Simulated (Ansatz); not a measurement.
# ZrS2: relaxation of cell and atoms with PBEsol+D4

ZrS2:

```
Zr S
1.0
     3.69138    0.00000    0.00000
    -1.84569    3.19683    0.00000
     0.00000    0.00000    6.04108
Zr S
1 2
Direct
  0.00000 0.00000 0.00000
  0.33333 0.66667 0.23791
  0.66667 0.33333 0.76209
```

The cell is a database's computed one.

```json
{"Program": "Ansatz 0.2.0", "Task": "relaxation of cell and atoms", "Functional": "PBEsol", "Dispersion": "D4", "Potentials or basis": "Ansatz PAW", "Cutoff": "420 eV (not typed: the program's choice for these potentials)", "k mesh": "8 × 8 × 5", "Occupations": "fermi-dirac, width 0.05 eV", "Spin": "no spin polarisation"}
```

| Item | Value |
| --- | --- |
| Relaxed volume | 21.32 Å³/atom |
| Relaxed cell | a = 3.607 Å, b = 3.607 Å, c = 5.679 Å, α = 90.00°, β = 90.00°, γ = 120.00° |
| Space group after relaxing (to 0.05 Å) | P-3m1 (No. 164) |
| Energy gained by relaxing | 21.4 meV/atom |
| Ionic steps | 6 |
| Pressure after relaxing | 0.0 GPa |
| Band gap on the k mesh | 0.57 eV, indirect (least direct gap 1.35 eV) |

Step by step:
```tsv
step	energy change (eV)	largest force (eV/Å)	volume (Å³)
1	0.0000	0.1527	71.29
2	-0.0262	0.0643	62.83
3	-0.0616	0.0361	65.07
4	-0.0647	0.0190	63.95
5	-0.0648	0.0015	63.97
6	-0.0643	0.0017	63.97
```

Final structure:
```cif
data_structure
_symmetry_space_group_name_H-M 'P 1'
_symmetry_Int_Tables_number 1
_cell_length_a 3.6067
_cell_length_b 3.6067
_cell_length_c 5.6787
_cell_angle_alpha 90.000
_cell_angle_beta 90.000
_cell_angle_gamma 120.000
_cell_volume 63.97
loop_
_atom_site_label
_atom_site_type_symbol
_atom_site_fract_x
_atom_site_fract_y
_atom_site_fract_z
_atom_site_occupancy
Zr1 Zr 0.00000 0.00000 0.00000 1
S1 S 0.33333 0.66667 0.25670 1
S2 S 0.66667 0.33333 0.74330 1
```

Levels at points of the mesh, in eV from the valence-band top:
```tsv
k point	band 9	band 10	band 11	band 12	band 13	band 14	band 15	band 16
(0.00, 0.00, 0.00)	-3.05	-0.23	-0.23	0.00	1.35	1.35	2.03	4.64
(0.00, -0.50, 0.00)	-2.85	-2.72	-2.28	-1.51	0.75	3.22	3.59	5.76
```

Wall time 29 s on 2 threads of Intel(R) Xeon(R) Processor @ 2.50GHz (Skylake/Cascade Lake), on a shared host, peak memory 0.41 GiB.

Caveat: odd divisions of the mesh miss points on the zone boundary, where band edges often lie, so the gap on the mesh can be too wide; the plane-wave basis is chosen anew once the cell has moved, so the energies of steps on either side of that aren't comparable; the PAW data sets come from PBE, with cores solved anew for the run's functional, which leaves a small shift of forces and pressure. A k mesh can miss the band edges.
